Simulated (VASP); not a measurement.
Input of a VASP 6.6.1 run:

The input INCAR:

```
SYSTEM = SnS2
  ALGO = Normal
  EDIFF = 1E-6
  EDIFFG = -0.01
  ENCUT = 600
  IBRION = 2
  ISIF = 3
  ISMEAR = 0
  KPAR = 4
  LASPH = .True.
  LATTICE_CONSTRAINTS = .TRUE. .TRUE. .FALSE.
  LCHARG = .False.
  LREAL = .False.
  LWAVE = .False.
  NELM = 80
  NSW = 90
  PREC = Accurate
  SIGMA = 0.03
```

File KPOINTS:

```
k-points
0
Gamma
  12 12 1
  0 0 0
```

The input POSCAR:

```
SnS2
1.0
    3.6390000000      0.0000000000      0.0000000000
   -1.8195000000      3.1514664400      0.0000000000
    0.0000000000      0.0000000000     38.5380000000
S Sn
8 4
Direct
    0.6666666700      0.3333333300      0.2335357300
    0.3333333300      0.6666666700      0.3096683800
    0.6666666700      0.3333333300      0.3858010300
    0.3333333300      0.6666666700      0.4619336800
    0.6666666700      0.3333333300      0.5380663200
    0.3333333300      0.6666666700      0.6141989700
    0.6666666700      0.3333333300      0.6903316200
    0.3333333300      0.6666666700      0.7664642700
    0.0000000000      0.0000000000      0.2716020600
    0.0000000000      0.0000000000      0.4238673500
    0.0000000000      0.0000000000      0.5761326500
    0.0000000000      0.0000000000      0.7283979400
```

Potentials or basis: VASP PAW LDA potentials, release 64 (S, Sn_d).

Command:

```sh
$ cat potpaw_LDA.64/S/POTCAR potpaw_LDA.64/Sn_d/POTCAR > POTCAR
$ mpirun -np 4 vasp_std > vasp.out
```

(1) Predict the relaxed cell.

(2) Predict the relaxed volume.

## Answers

(1) a = 3.625 Å, b = 3.625 Å, c = 38.538 Å, α = 90.00°, β = 90.00°, γ = 120.00°.

(2) 36.54 Å³/atom.

Caveat: volumes and pressures include the vacuum.
